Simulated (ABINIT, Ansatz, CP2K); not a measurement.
**One calculation of As, 3 ways**

```
As
1.0
     4.56640    0.00000    0.00000
    -2.28320    3.95462    0.00000
     0.00000    0.00000    2.83374
As
2
Direct
  0.33670 0.67212 0.01110
  0.67221 0.33843 0.01810
```

This isn't the form of As at room conditions, which is rhombohedral.

Atoms were shifted at random by some hundredths of an Å from the given cell, which wasn't relaxed again for these runs.

Alike in all runs: task single point; functional PBE; k mesh 7 × 7 × 9; occupations fermi-dirac, width 0.05 eV; no spin polarisation; no spin-orbit coupling. Pressure is positive in compression and, in plane waves, holds the error of the finite cutoff, which Ansatz's Pulay term estimates and takes out.

```csv
program and potentials,plane-wave cutoff (eV),notes,pressure (GPa),largest force (eV/Å),energy over the undisturbed cell (meV/atom)
"ABINIT, JTH PAW PBE v2.0",408,15 valence electrons an atom on average,-0.14,0.053,0.36
"Ansatz, Ansatz PAW (earlier soft set)",420,15 valence electrons an atom on average,-0.12,0.051,0.25
"CP2K, POTENTIAL_UZH As GTH-PBE-q5; TZVP-MOLOPT-PBE-GTH basis",-,atomic basis; 5 valence electrons an atom on average,0.16,0.054,-
```

Force on atom 1 (As), eV/Å:

```json
{"program and potentials": "ABINIT, JTH PAW PBE v2.0", "x": "0.047", "y": "-0.007", "z": "0.021"}
{"program and potentials": "Ansatz, Ansatz PAW (earlier soft set)", "x": "0.045", "y": "-0.007", "z": "0.022"}
{"program and potentials": "CP2K, POTENTIAL_UZH As GTH-PBE-q5; TZVP-MOLOPT-PBE-GTH basis", "x": "0.049", "y": "-0.007", "z": "0.022"}
```

The pressure spans -0.14 (ABINIT, JTH PAW PBE v2.0) to 0.16 GPa (CP2K, POTENTIAL_UZH As GTH-PBE-q5; TZVP-MOLOPT-PBE-GTH basis). Rows in atomic bases carry the error of their basis and grid, which can be large.

Differences between rows come from potentials, basis sets and numerical settings, since the functional is the same but for its coding. Runs on potential files found faulty are left out.
